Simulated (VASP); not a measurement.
**CdS: single point with PBE**

Crystal: CdS.

```
Cd S
1.0
     0.00000    2.61558    2.82208
     2.61558    0.00000    2.82208
     2.61558    2.61558    0.00000
Cd S
1 1
Cartesian
  0.0000 0.0000 0.0000
  2.6156 2.6156 2.8221
```

Measurements of this composition are mostly on another form, of space group No. 186.

The cell isn't the ideal one: strain -0.050 along x and y, +0.025 along z, atoms carried along.

```json
{
 "Program": "VASP 6.6.1",
 "Task": "single point",
 "Functional": "PBE",
 "Potentials or basis": "VASP PAW PBE potentials, release 64 (Cd, S)",
 "Cutoff": "520 eV",
 "k mesh": "10 × 10 × 10",
 "Occupations": "gaussian, width 0.03 eV",
 "Spin": "no spin polarisation",
 "Dipole correction": "no",
 "Further INCAR settings": "ALGO = Fast; EDIFF = 1e-06; NBANDS = 16"
}
```

```json
{
  "Pressure": "7.7 GPa",
  "Band gap on the k mesh": "none (metal or under the smearing width)"
}
```

Stress tensor (GPa, compression positive):
```
10.40  0.00  0.00
 0.00 10.40  0.00
 0.00  0.00  2.18
```

Levels at points of the mesh, in eV from the Fermi level:
```tsv
k point	band 6	band 7	band 8	band 9	band 10	band 11	band 12	band 13
(0.00, 0.00, 0.00)	-7.97	-1.27	-1.27	-0.89	0.99	8.78	9.17	9.17
(0.50, 0.00, 0.00)	-7.75	-5.36	-0.48	-0.01	3.15	5.36	6.02	7.19
(0.50, 0.50, 0.00)	-7.01	-4.88	-2.47	-2.47	0.34	6.02	9.52	11.83
(0.50, 0.00, 0.50)	-6.78	-4.91	-3.08	-2.36	-0.10	5.60	10.21	10.39
```

It took 58 s on 1 thread of Intel(R) Xeon(R) Platinum 8259CL CPU @ 2.50GHz (Skylake/Cascade Lake), on a shared host, peak memory 0.2 GiB.
